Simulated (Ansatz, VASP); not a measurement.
# Cross-check of InAs between VASP and Ansatz

One calculation is typed for both programs; each brings its own data sets. How far apart do they land? The structure shown is the start of the Ansatz relaxation below; VASP solves that cell, so the two are compared at the walk's first step.

Program: Ansatz 0.2.0. Level of theory: plane waves, with VASP 6.6.1 beside it; single point at PBEsol. Results are calculated unless marked as measured.

## Step 1: The structure

The structure is orthorhombic, space group Imm2 (No. 44). Conventional cell: a = 4.132 Å, b = 4.308 Å, c = 6.186 Å, α = 90.00°, β = 90.00°, γ = 90.00°. Nearest to As lie 4 In at 2.60 to 2.63 Å. In has 4 As at 2.60 to 2.63 Å nearest. Farther neighbours are not listed.

As a file:

```cif
data_structure
_symmetry_space_group_name_H-M 'Imm2'
_symmetry_Int_Tables_number 44
_cell_length_a 4.1320
_cell_length_b 4.3080
_cell_length_c 6.1858
_cell_angle_alpha 90.000
_cell_angle_beta 90.000
_cell_angle_gamma 90.000
_cell_volume 110.11
loop_
_atom_site_label
_atom_site_type_symbol
_atom_site_symmetry_multiplicity
_atom_site_Wyckoff_symbol
_atom_site_fract_x
_atom_site_fract_y
_atom_site_fract_z
_atom_site_occupancy
As1 As 2 b 0.50000 0.00000 0.74733 1
In1 In 2 a 0.00000 0.00000 0.00267 1
```

## Step 2: Ansatz: relaxation, PBEsol

Ansatz runs on its PAW soft_1 files.

The two programs are compared at the cell with which this relaxation starts, whose forces are those of its first step.

input.yaml

```yaml
crystal:
  lattice:
    - [-0.0622263457, 2.984024469, 3.0929008764]
    - [2.984024469, -0.0622263457, 3.0929008764]
    - [2.9217981233, 2.9217981233, 0.0]
  atoms:
    - { symbol: As, position: [0.74733437, 0.74733437, 0.75266563] }
    - { symbol: In, position: [0.00266563, 0.00266563, -0.00266563] }
  conventional_axes: [[0, 0, 1], [1, -1, 0], [1, 1, -1]]
kpoints:
  mp_grid: { grid: [12, 12, 12] }
hamiltonian:
  xc: pbesol
  pseudopotentials: { kind: paw, azcp: { folder: soft_1 }, xc_functional: pbe }
scf:
  occupations: { method: methfessel_paxton, width: 0.2 }
output:
  forces: true
  stress: true
  eigenvalues: true
relax:
  adjacent_minimum: "off"
  f_tol: 0.001
  max_steps: 60
  cell: { stress_tol: 0.01, fix: [a, angles] }
```

Launch:

```
$ ansatz run input.yaml --threads 4 --pin off --max-ram 10240MiB --backend cpu --events-out ev --progress --plain --runs-dir out
```

Numbers of over 12 decimals in the logs are rounded to 6 here.

Output:

```text
Engine: ansatz 0.2.0, aarch64-unknown-linux-gnu
Pseudopotentials: kind: paw
Pseudopotential: As, paw, valence charge 15, recommended cutoff 420 eV (normal), soft_1/As.paw.azcp
Pseudopotential: In, paw, valence charge 13, recommended cutoff 420 eV (normal), soft_1/In.paw.azcp
Functional definition: PBEsol
  exchange = pbesol_x
  correlation = pbesol_c
Crystal: 2 atoms, lattice volume = 55.057 Å³
Basis set: ecut = 420 eV, 1055 PW (Γ), exchange–correlation on 60×60×60 points (8 copies of the dense FFT grid, shifted against one another)
Bands: 18, of which v1, the nominal top of the filled ones, is band 14 counted from 1 (13 counted from 0)
Symmetry: 4 space group operations
Space group: Imm2 (ITA 44), of the structure as read, at distance tolerance 3.8e-5 Å
k-points: 280 of 1728 (time reversal used)
Non-local potential: As, projectors of the file, l = 0: 2, l = 1: 2, l = 2: 3, l = 3: 1
Non-local potential: In, projectors of the file, l = 0: 2, l = 1: 2, l = 2: 2, l = 3: 1
PAW form: soft (Blöchl's): semilocal exchange-correlation on the pseudo side does not see the compensation charge
PAW frozen core: As, regenerated for the run's functional, and the local potential with it (the file was generated under x = pbe(κ = 0.804, μ = 0.219515), c = pbe(β = 0.066725))
PAW frozen core: In, regenerated for the run's functional, and the local potential with it (the file was generated under x = pbe(κ = 0.804, μ = 0.219515), c = pbe(β = 0.066725))
PAW one-centre angular grid: As, 590 points (default); XC on 64 Gauss nodes
PAW one-centre angular grid: In, 590 points (default); XC on 64 Gauss nodes
Initial density: superposition of atomic densities (chi_scale 0.1, normalization cell, long waves kept (reshape's long-wave potential 0.00 eV rms))
Initial wavefunctions: pseudopotential atomic-orbital guess
Functional: x = pbesol(κ = 0.804, μ = 0.123457), c = pbesol(β = 0.046)
SCF iter   1: F=—  HF=-10338.967581 eV  |F-HF|=—  |Δ(HF+E_count)|=         —  Δρ=2.89e-2  dr2=3.72e-1  ethr=3.10e-3  ⟨swp⟩=5.2  Hψ=25698  notcnv=0
preconditioner: auto → Kerker (q_TF=auto, 2.438 Å⁻¹)  [metal: Δε(μ)=0.080 eV  Ē_g=14.691 eV  σ=0.200 eV  W_gap=0.33  n_scr=14 (ndim 8)  ℏωp=21.2 eV  f_vac=0.007  D(μ)=0.02/eV (n_scr^D=0)]
SCF iter   2: F=—  HF=-10338.912230 eV  |F-HF|=—  |Δ(HF+E_count)|=   5.54e-2  S|Δr|=    0.00e0  Δρ=1.83e-2  dr2=1.69e-1  ethr=1.33e-3  ⟨swp⟩=2.0  Hψ=8238  notcnv=0
SCF iter   3: F=—  HF=-10338.871955 eV  |F-HF|=—  |Δ(HF+E_count)|=   4.03e-2  S|Δr|=    0.00e0  Δρ=3.07e-3  dr2=9.54e-3  ethr=6.03e-4  ⟨swp⟩=2.2  Hψ=6378  notcnv=0
SCF iter   4: F=—  HF=-10338.873251 eV  |F-HF|=—  |Δ(HF+E_count)|=   1.30e-3  S|Δr|=    0.00e0  Δρ=1.26e-3  dr2=1.93e-3  ethr=3.41e-5  ⟨swp⟩=2.5  Hψ=8242  notcnv=0
SCF iter   5: F=—  HF=-10338.873822 eV  |F-HF|=—  |Δ(HF+E_count)|=   5.71e-4  S|Δr|=    0.00e0  Δρ=4.94e-4  dr2=2.02e-4  ethr=6.89e-6  ⟨swp⟩=2.0  Hψ=8961  notcnv=0
SCF iter   6: F=—  HF=-10338.873990 eV  |F-HF|=—  |Δ(HF+E_count)|=   1.69e-4  S|Δr|=    0.00e0  Δρ=1.79e-4  dr2=2.04e-5  ethr=7.22e-7  ⟨swp⟩=2.0  Hψ=8961  notcnv=0
SCF iter   7: F=—  HF=-10338.873985 eV  |F-HF|=—  |Δ(HF+E_count)|=   5.70e-6  S|Δr|=    0.00e0  Δρ=5.17e-5  dr2=1.26e-6  ethr=7.29e-8  ⟨swp⟩=2.0  Hψ=8963  notcnv=0
SCF iter   8: F=—  HF=-10338.873988 eV  |F-HF|=—  |Δ(HF+E_count)|=   2.78e-6  S|Δr|=    0.00e0  Δρ=1.46e-5  dr2=1.40e-7  ethr=4.51e-9  ⟨swp⟩=2.9  Hψ=8773  notcnv=0
SCF iter   9: F=-10338.873988 eV  HF=-10338.873988 eV  |F-HF|=1.22e-8  |Δ(HF+E_count)|=   1.63e-7  S|Δr|=    0.00e0  Δρ=4.23e-6  dr2=1.93e-8  ethr=3.57e-10  ⟨swp⟩=5.2  Hψ=23099  notcnv=0
SCF 1 converged in 9 iterations: F = -10338.873988 eV  dr2 = 1.93e-8
  greatest PAW one-centre occupation: 0.999 electrons in one spin orbital (limit 2), on the As atom at site 0 (counted from 0), in its partial waves of l = 2
relax step   1: F+E_penalty+E_count = -10338.87398768 eV  Δ(F+E_penalty+E_count) = +0.000e0 eV  max|allowed force component| = 9.072e-2 eV/Å  Δτ_max = 0.0000 Å  P = +1.400 GPa  Ω = 55.057 Å³  fix = [a, alpha, beta, gamma]  reactions: a +3.657 GPa  (9 SCF iters, dr2 threshold 1.00e-7 eV, accepted)
[...]
relax step   2: F+E_penalty+E_count = -10338.87475856 eV  Δ(F+E_penalty+E_count) = -7.709e-4 eV  max|allowed force component| = 3.556e-2 eV/Å  Δτ_max = 0.0084 Å  P = +0.939 GPa  Ω = 55.432 Å³  energy of the carried Pulay correction = -5.013e-5 eV  fix = [a, alpha, beta, gamma]  reactions: a +2.951 GPa  (6 SCF iters, dr2 threshold 2.00e-7 eV, accepted)
[...]
relax step   3: F+E_penalty+E_count = -10338.87488729 eV  Δ(F+E_penalty+E_count) = -1.287e-4 eV  max|allowed force component| = 7.030e-4 eV/Å  Δτ_max = 0.0028 Å  P = +1.034 GPa  Ω = 55.354 Å³  energy of the carried Pulay correction = -3.973e-5 eV  fix = [a, alpha, beta, gamma]  reactions: a +3.106 GPa  (5 SCF iters, dr2 threshold 7.90e-8 eV, accepted)
[...]
relax step   4: F+E_penalty+E_count = -10338.87488822 eV  Δ(F+E_penalty+E_count) = -9.301e-7 eV  max|allowed force component| = 3.587e-5 eV/Å  Δτ_max = 0.0002 Å  P = +1.035 GPa  Ω = 55.353 Å³  energy of the carried Pulay correction = -3.960e-5 eV  fix = [a, alpha, beta, gamma]  reactions: a +3.105 GPa  (5 SCF iters, dr2 threshold 3.01e-10 eV, accepted)
[...]
relax step   5: F+E_penalty+E_count = -10338.87492928 eV  Δ(F+E_penalty+E_count) = -4.106e-5 eV  max|allowed force component| = 3.569e-5 eV/Å  Δτ_max = 0.0000 Å  P = +1.035 GPa  Ω = 55.353 Å³  fix = [a, alpha, beta, gamma]  reactions: a +3.105 GPa  stress off target by 1.51e-3 GPa on what of the cell is left free  SCF on the basis re-selected at this cell (its energy is not comparable with the rows above)  (6 SCF iters)
basis re-selected at this cell: Δ(F+E_penalty+E_count) = -4.106e-5 eV, ΔP = +0.000 GPa vs the last step (what re-selecting the basis moved, of the pressure what is left beyond the Pulay correction that the steps carried, after the strain that the cell walked since its last selection, with what the two solves' SCF thresholds leave and, on support functions, any second-order correction that the steps lacked; it is no m [...]
SCF converged after 6 iterations
Stability not checked: this state was not tested for a lower state beside it, because cold or Methfessel-Paxton smearing, or corrected tetrahedra, fill the levels in a way that the test cannot read (fill_not_monotonic; see scf.lower_state_search)
Free energy (F): -10338.874929 eV
Harris-Foulkes:  -10338.874929 eV  (|F-HF|=1.82e-12)
Internal energy: -10338.875119 eV  (E = F + TS)
E sigma→0 (E₀):  -10338.874977 eV
Entropy (-TS):   0.000190 eV (0.095 meV/atom)
Fermi energy:    7.743689 eV
Step filling:    the computed levels leave a gap of 0.0831 eV = 0.4 smearing widths at the electron count; against every level under it full and every level over it empty, smearing changes F+E_penalty+E_count by +0.027 meV and its σ→0 estimate by -0.021 meV
--- Per-component energies (eV) ---
  E_band       = -320.953724
  E_kinetic    = 317.146622
  E_local      = -3478.941586  (includes V_loc(G=0)·N_el)
  E_nonlocal   = -63.436002
  E_hartree    = 1729.415833
  E_xc         = -211.628281
  E_vxc        = -163.337055  (∫ρ·V_xc dr)
  E_paw        = -6109.566433  (= ΣΔE_a)
  E_vpaw       = -391.217501  (= ΣTr[D̂ρ^β])
  E_aug_tail   = 0.000142  (compensation charges beyond the density's cutoff)
  E_ewald      = -2523.067749
  E_core_change = 1.202334  (= ΣΔE_core)
  E_smearing   = 0.000190  (= −TS)
  E_closure    = 0.000000  (closes the sum)
  Σ components = -10338.874929   (vs F -10338.874929, Δ=0.00e0)
--- Forces (eV/Å), atoms counted from 1 ---
  atom   1  As     0.00000000     0.00000000    -0.00003568
  atom   2  In     0.00000000     0.00000000     0.00003569
  max |Σ_I F_I| component: 1.03e-8 eV/Å
--- Stress (GPa, compression-positive) ---
        1.552222       1.553007      -0.000000
        1.553007       1.552222      -0.000000
       -0.000000      -0.000000       0.001513
  P = ⅓ Tr σ = 1.0353 GPa (10.353 kbar)
--- Band table (eV; the first three rows and the last of 280) ---
  k-point 0: bands = [... 10 lower, -4.3580, 7.1666, 7.3853, 7.4362, 7.7509, 11.1592, 11.4801, 11.5991]
  k-point 1: bands = [... 10 lower, -4.2822, 6.2570, 7.3486, 7.4007, 8.2697, 11.3093, 11.4899, 11.6988]
  k-point 2: bands = [... 10 lower, -4.0632, 5.0679, 7.1379, 7.1501, 8.6136, 11.6340, 11.6663, 12.1177]
  k-point 279: bands = [... 10 lower, -2.4255, 1.4988, 5.1260, 5.5766, 8.9682, 9.8964, 16.3362, 16.6876]
--- Relaxed structure (4 steps of the walk, 4 accepted, 1 SCFs on fresh bases) ---
  F+E_penalty+E_count = -10338.87492928 eV   max|allowed force component| = 3.569e-5 eV/Å   (the final SCF, on the basis selected at the relaxed cell)
  cell:  # Å, volume = 55.3531 Å³
    - [-0.062646, 2.984444, 3.108685]
    - [2.984444, -0.062646, 3.108685]
    - [2.9217981233, 2.9217981233, 0.0]
  atoms:
    - { symbol: As, position: [0.746462, 0.746462, 0.753538] }
    - { symbol: In, position: [0.00353804, 0.00353804, -0.00353804] }
```

Reading the cycles: dr2 is the Hartree energy of the density residual (eV), the measure of convergence; HF is the Harris–Foulkes estimate of the energy, which meets the free energy F at convergence.

## Step 3: VASP: single point, PBEsol, start cell, pair 1

The same cell, functional, mesh and smearing now go to VASP, with its own data sets.

Lines of VASP's logs that name or quote its potential files are left out, and so is its time.

INCAR

```
SYSTEM = InAs
PREC = Accurate
ENCUT = 400
EDIFF = 1E-06
NELM = 120
ISMEAR = 1
SIGMA = 0.2
LREAL = .FALSE.
ALGO = Normal
GGA = PS
NBANDS = 15
LORBIT = 11
LWAVE = .FALSE.
LCHARG = .FALSE.
ISIF = 2
LASPH = .TRUE.
GGA_COMPAT = .FALSE.
KPAR = 2
```

POSCAR

```
InAs
1.0
   -0.0622260000      2.9840240000      3.0929010000
    2.9840240000     -0.0622260000      3.0929010000
    2.9217980000      2.9217980000      0.0000000000
As In
1 1
Direct
    0.7473342988      0.7473342988      0.7526657012
    0.0026656204      0.0026656204      0.9973343796
```

KPOINTS

```
Automatic mesh
0
Gamma
12 12 12
0 0 0
```

PAW data sets: As and In_d (PBE family, release 64).

Launch:

```
$ mpirun -np 2 vasp_std
```

Output:

```text
[banner, memory and clock lines left out]
running    2 mpi-ranks, on    1 nodes
 distrk:  each k-point on    1 cores,    2 groups
 distr:  one band on    1 cores,    1 groups

 POSCAR found type information on POSCAR AsIn
 POSCAR found :  2 types and       2 ions
|                                                                             |
|               ----> ADVICE to this user running VASP <----                  |
|                                                                             |
|     You enforced a specific xc type in the INCAR file but a different       |
|     [... a line on the potential file left out ...]
|     I HOPE YOU KNOW WHAT YOU ARE DOING!                                     |
|                                                                             |

 LDA part: xc-table for (Slater+PW92), standard interpolation
 POSCAR, INCAR and KPOINTS ok, starting setup
 FFT: planning ... GRIDC
 FFT: planning ... GRID_SOFT
 FFT: planning ... GRID
 WAVECAR not read
 entering main loop
       N       E                     dE             d eps       ncg     rms          rms(c)
DAV:   1     0.103528301960E+03    0.10353E+03   -0.72461E+03  8471   0.107E+03
DAV:   2    -0.190972750902E+01   -0.10544E+03   -0.10168E+03  9177   0.274E+02
DAV:   3    -0.859735295624E+01   -0.66876E+01   -0.66540E+01 10829   0.737E+01
DAV:   4    -0.876086531305E+01   -0.16351E+00   -0.16347E+00 10501   0.129E+01
DAV:   5    -0.876762133395E+01   -0.67560E-02   -0.67559E-02 12154   0.216E+00    0.449E+00
DAV:   6    -0.850068186622E+01    0.26694E+00   -0.40375E-01 13251   0.121E+01    0.246E+00
DAV:   7    -0.846795297516E+01    0.32729E-01   -0.11452E-01 11867   0.352E+00    0.691E-01
DAV:   8    -0.846635999879E+01    0.15930E-02   -0.13343E-02 10778   0.140E+00    0.204E-01
DAV:   9    -0.846657366750E+01   -0.21367E-03   -0.88680E-04 10687   0.274E-01    0.113E-01
DAV:  10    -0.846664334988E+01   -0.69682E-04   -0.13572E-04 12772   0.180E-01    0.663E-02
DAV:  11    -0.846666300304E+01   -0.19653E-04   -0.54260E-05 10144   0.112E-01    0.444E-02
DAV:  12    -0.846666228928E+01    0.71377E-06   -0.59436E-06  9867   0.301E-02
   1 F= -.84666623E+01 E0= -.84667521E+01  d E =0.269287E-03
```

OUTCAR, selected parts (step 3):

```text
ion  position               nearest neighbor table
   1  0.747  0.747  0.753-   2 2.60   2 2.60   2 2.63   2 2.63
   2  0.003  0.003  0.997-   1 2.60   1 2.60   1 2.63   1 2.63

  LATTYP: Found a body centered orthorhombic cell.
 ALAT       =     4.1320463581
 B/A-ratio  =     1.0425943203
 C/A-ratio  =     1.4970311231

 Subroutine GETGRP returns: Found  4 space group operations
 (whereof  4 operations were pure point group operations)

The static configuration has the point symmetry C_2v.

 Found    280 irreducible k-points:

   k-points           NKPTS =    280   k-points in BZ     NKDIM =    280   number of bands    NBANDS=     15

   dimension x,y,z NGX =    28 NGY =   28 NGZ =   28
   dimension x,y,z NGXF=    56 NGYF=   56 NGZF=   56

   ENCUT  =  400.0 eV  29.40 Ry    5.42 a.u.   7.01  7.01  6.74*2*pi/ulx,y,z

   NELECT =      18.0000    total number of electrons

 k-points in reciprocal lattice and weights: Automatic mesh
   0.00000000  0.00000000  0.00000000       0.001
   0.08333333  0.00000000  0.00000000       0.002
   0.16666667 -0.00000000  0.00000000       0.002
   0.25000000  0.00000000  0.00000000       0.002
   0.33333333  0.00000000  0.00000000       0.002
   0.41666667  0.00000000  0.00000000       0.002
   0.50000000  0.00000000  0.00000000       0.001
   0.08333333  0.08333333  0.00000000       0.001
   0.16666667  0.08333333  0.00000000       0.002
[...]
0.25000000  0.25000000  0.50000000       0.001
  -0.25000000  0.25000000  0.50000000       0.001

 average (electrostatic) potential at core
       1 -49.4644       2 -96.3970

 E-fermi :   4.5968

 k-point     1 :       0.0000    0.0000    0.0000
  band No.  band energies     occupation
    ...
      6      -7.4990      2.00000
      7       4.0949      2.00222
      8       4.2996      2.05656
      9       4.3443      2.07049
     10       4.6161      0.83768
     11       8.0312     -0.00000
     12       8.3569     -0.00000
     13       8.4961     -0.00000
     14      11.7647      0.00000
     15      13.7343      0.00000

 k-point     2 :       0.0833    0.0000    0.0000
  band No.  band energies     occupation
    ...
      5      -9.7980      2.00000
      6      -7.4281      2.00000
      7       3.0210      2.00000
      8       4.2043      2.01803
      9       4.5314      1.52186
     10       5.1853     -0.00026
     11       8.1262     -0.00000
     12       8.4417     -0.00000
     13       8.6250      0.00000
     14      12.1725      0.00000
    ...

 k-point     3 :       0.1667   -0.0000    0.0000
  band No.  band energies     occupation
    ...
      5      -9.7974      2.00000
      6      -7.2234      2.00000
      7       1.7733      2.00000
      8       3.9812      2.00012
      9       4.3245      2.06616
     10       5.6564     -0.00000
     11       8.5452     -0.00000
     12       8.7223      0.00000
     13       8.9253      0.00000
     14      12.6815      0.00000
    ...

  Total        0.6539691      0.6539691      0.1979634      0.6260885      0.0000000      0.0000000
  in kB       19.0307580     19.0307580      5.7608131     18.2194195      0.0000000      0.0000000
  external PRESSURE =      14.6074431 kB  Pullay stress =       0.0000000 kB

  energy-cutoff  :      400.00
  volume of cell :       55.06
      direct lattice vectors                 reciprocal lattice vectors
    -0.062226000  2.984024000  3.092901000    -0.164136233  0.164136233  0.161660525
     2.984024000 -0.062226000  3.092901000     0.164136233 -0.164136233  0.161660525
     2.921798000  2.921798000  0.000000000     0.171127504  0.171127504 -0.161660525

 POSITION                                       TOTAL-FORCE (eV/Angst)
 -----------------------------------------------------------------------------------
      4.38270      4.38270      4.62286         0.000000      0.000000     -0.091806
      2.92180      2.92180      0.01649        -0.000000     -0.000000      0.091806
 -----------------------------------------------------------------------------------
    total drift:                               -0.000000     -0.000000     -0.000322

  FREE ENERGIE OF THE ION-ELECTRON SYSTEM (eV)
  ---------------------------------------------------
  free  energy   TOTEN  =        -8.4666622893 eV

  energy  without entropy=       -8.4669315767  energy(sigma->0) =       -8.46675205

 total charge
# of ion       s       p       d       tot
------------------------------------------
    1        1.224   1.563   0.023   2.809
    2        0.850   0.740   9.889  11.479
--------------------------------------------------
tot          2.073   2.303   9.912  14.288

[... 3 further parts left out ...]
```

Methfessel-Paxton smearing is not meant for a cell with a gap.

## Step 4: Differences

Known differences besides the potentials themselves: the data sets hold 28 valence electrons in Ansatz (on its PAW soft_1 files) and 18 in VASP; the cutoff is 420 eV in Ansatz and 400 eV in VASP; Ansatz makes its cores anew for this functional, VASP keeps those of its PBE data sets. Total energies have different zeros and are not compared.

Forces (eV/Å; atoms numbered as in POSCAR):

```
atom        Ansatz x, y, z          VASP x, y, z
 As1  0.000, 0.000, -0.091  0.000, 0.000, -0.092
 In2   0.000, 0.000, 0.091   0.000, 0.000, 0.092
```

The forces differ by 0.6 meV/Å r.m.s., which is 1.2 % of the r.m.s. force of 0.053 eV/Å (both taken over all components).

## Step 5: Other set-ups

Further runs change the set-up of one program: Ansatz's method, potentials or start, or VASP's data sets, cutoff or form of LDA. The table gives that difference for each run.

```
                         run  r.m.s. force difference (meV/Å)
                    as above                             0.63
VASP with a cutoff of 500 eV (perhaps on Ansatz's relaxed cell)                             0.33
```

(Continued in part 2 of 2.)

[Lines on the potential files, build, host, timing and source positions are cut from VASP's logs without a mark.]

[Logs are printed without paths, hosts, clocks, repeated set-up lines and the standing remarks that a program may print on its own settings, such as how far it seeks lower states.]

[Hosts, paths, dates, database ids (printed as entryN), source tags and the programs' standing remarks are cut or masked in the printed files.]

[Rows of further runs with another cutoff or data set may stand on the cell that Ansatz relaxed, not on the start cell of the pair above them.]
